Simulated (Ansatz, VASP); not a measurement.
KF in VASP and in Ansatz

Contents of INCAR:

```
PREC = Accurate
ENCUT = 520
EDIFF = 1E-7
ISMEAR = 0
SIGMA = 0.05
LREAL = F
LASPH = T
NELM = 80
ALGO = Fast
ISIF = 2
LWAVE = F
LCHARG = F
GGA = CA
NBANDS = 15
```

Contents of KPOINTS:

```
regular mesh
0
Gamma
  8 8 8
```

The input POSCAR:

```
KF
1.0
    0.0000000000      2.5817196783      2.5817196783
    2.5817196783      0.0000000000      2.5817196783
    2.5817196783      2.5817196783      0.0000000000
K F
1 1
Direct
    0.0000000000      0.0000000000      0.0000000000
    0.5000000000      0.5000000000      0.5000000000
```

Input for Ansatz:

```yaml
crystal:
  lattice:
    - [0.0, 2.5817196783, 2.5817196783]
    - [2.5817196783, 0.0, 2.5817196783]
    - [2.5817196783, 2.5817196783, 0.0]
  atoms:
    - { symbol: K, position: [0.0, 0.0, 0.0] }
    - { symbol: F, position: [0.5, 0.5, 0.5] }
basis:
  ecutwfc: 520.0
kpoints:
  mp_grid: { grid: [8, 8, 8] }
hamiltonian:
  xc: lda
scf:
  occupations: { method: gaussian, width: 0.05 }
output:
  forces: true
  stress: true
  eigenvalues: true
```

Alike in both runs: task single point; functional LDA; k mesh 8 × 8 × 8; occupations gaussian, width 0.05 eV; no spin polarisation.

|  | VASP | Ansatz |
| --- | --- | --- |
| version | VASP 6.6.1 | Ansatz 0.2.0 |
| potentials or method | VASP PAW LDA potentials, release 64 (K_sv, F) | scalar-relativistic, plane waves, PAW |
| plane-wave cutoff (eV) | 520 | 520 |
| valence electrons in the cell | 16 | 16 |

|  | VASP | Ansatz | Ansatz less VASP |
| --- | --- | --- | --- |
| gap on the k mesh at the Fermi level (eV) | 6.34 | 6.36 | +0.020 |
| least direct gap on the mesh (eV) | 6.34 | 6.36 | +0.020 |
| pressure (GPa) | 0.2 | 0.0 | -0.23 |

A k mesh can miss the band edges.
